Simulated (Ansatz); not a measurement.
A run of Ansatz 0.2.0 is set up as follows.

The input run.py:

```python
import json

import ase.io
import numpy as np

import ansatz as az

atoms = ase.io.read("POSCAR", format="vasp")

calculation = (
    az.Crystal.from_ase(atoms)
    .calculation()
    .kpoints(9, 9, 9)
    .functional("rpbe", dispersion="d4")
    .pseudopotentials(kind="nc")
    .scf(extra_bands=6)
    .occupations(method="fermi_dirac", width=0.15)
    .density()
    .potential()
    .output_files(volumetric_format="npy")
    .electron_localization_function()
    .density_of_states(energy_step=0.05, projected=True, nscf_kmesh=(14, 14, 14))
    .forces()
    .stress()
    .band_table(publish=True)
)
outcome = calculation.run(threads=2, events_out="events.jsonl")

report = outcome.report
for line in open("events.jsonl"):
    event = json.loads(line)
    if event["event"] == "scf_iter":
        d = event["data"]
        print(f"SCF {d['iter']:3d}  HF = {d['harris_foulkes_ev']:.6f} eV  dr2 = {d['dr2_ev']:.2e} eV")
    elif event["event"] in ("relax_step", "md_step"):
        d = event["data"]
        print(f"{event['event']} {d['step']:3d}  E = {d['lagrangian_ev']:.6f} eV")
np.set_printoptions(precision=5, suppress=True, linewidth=110)
print("converged:", report["converged"], "after", report["n_iterations"], "iterations")
print(f"free energy {report['free_energy_ev']:.6f} eV, Fermi level {report['fermi_energy_ev']:.4f} eV")
for key in ("band_edges_ev", "magnetization_mub", "site_moments_mub", "site_moments_nc_mub", "forces_ev_ang",
                "stress_gpa", "kpoints_frac", "eigenvalues_ev"):
    if report.get(key) is not None:
        print(key, np.array(report[key]), sep="\n")
```

Contents of POSCAR:

```
Os
1.0
   -0.0149170000      1.9285410000      1.9325550000
    1.9324460000     -0.0147810000      1.9324190000
    1.9454830000      1.9414430000     -0.0278190000
Os
1
Direct
    0.0290600000      0.0039380000     -0.0194920000
```

Potentials or basis: Ansatz NC.

Launch:

```console
$ python run.py
```

Q: What does it give for the density of states at the Fermi level?

A: 0.78 states/eV per cell.

Q: What does it give for the band gap on the k mesh?

A: None (metal or under the smearing width).

Stress tensor (GPa, compression positive):
```
-17.96   0.31   4.28
  0.31 -17.26   4.28
  4.28   4.28 -17.83
```

Caveat: the potentials were made for another functional, which shifts forces and pressure; pairwise dispersion overbinds metals, which lowers pressure and volume. Spin-orbit coupling is left out, which matters for the levels of Os.
